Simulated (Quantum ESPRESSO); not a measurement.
An input for Quantum ESPRESSO 7.5 (KCl (Sylvite)):

pw.in

```
&CONTROL
  calculation = 'relax'
  prefix = 'pwscf'
  outdir = './tmp'
  pseudo_dir = './pseudo'
  tprnfor = .true.
  disk_io = 'low'
  nstep = 30
  forc_conv_thr = 0.0004
  etot_conv_thr = 1d-05
/
&SYSTEM
  ibrav = 0
  nat = 3
  ntyp = 2
  ecutwfc = 74
  nbnd = 13
  input_dft = 'hse'
  occupations = 'smearing'
  smearing = 'fd'
  degauss = 0.00734986
  nqx1 = 2
  nqx2 = 2
  nqx3 = 2
  ecutfock = 148
  vdw_corr = 'grimme-d3'
  dftd3_version = 3
/
&ELECTRONS
  conv_thr = 1d-07
  electron_maxstep = 50
  mixing_beta = 0.5
  adaptive_thr = .true.
/
&IONS
  ion_dynamics = 'bfgs'
/
ATOMIC_SPECIES
K     39.0983 K.upf
Cl    35.4500 Cl.upf
CELL_PARAMETERS angstrom
   0.0000000000    3.1464700000    3.1464700000
   3.1464700000    0.0000000000    3.1464700000
   3.1464700000    3.1464700000    0.0000000000
ATOMIC_POSITIONS crystal
K     -0.0027710000    0.0044190000   -0.0028010000
Cl     0.4990030000    0.4979030000    0.5055550000
K_POINTS automatic
2 2 2 0 0 0
```

Potentials or basis: PseudoDojo 0.4.1 SR PBE standard.

Run with:

```sh
$ OMP_NUM_THREADS=1 mpirun -n 2 pw.x -in pw.in > pw.out
```

Question: How does this run end?

Answer: The run stopped without a result. It printed:

pw.out:

```text
This program is part of the open-source Quantum ESPRESSO suite
     for quantum simulation of materials; please cite
         "P. Giannozzi et al., J. Phys.:Condens. Matter 21 395502 (2009);
         "P. Giannozzi et al., J. Phys.:Condens. Matter 29 465901 (2017);
         "P. Giannozzi et al., J. Chem. Phys. 152 154105 (2020);
     in publications or presentations arising from this work. More details at

 %%%%%%%%%%%%%%%%%%%%%%%%%%%%%%%%%%%%%%%%%%%%%%%%%%%%%%%%%%%%%%%%%%%%%%%%%%%%%%
     Error in routine read_cards (3):
     wrong number of columns in ATOMIC_POSITIONS
 %%%%%%%%%%%%%%%%%%%%%%%%%%%%%%%%%%%%%%%%%%%%%%%%%%%%%%%%%%%%%%%%%%%%%%%%%%%%%%

     stopping ...

"abort". This may have caused other processes in the application to be
```
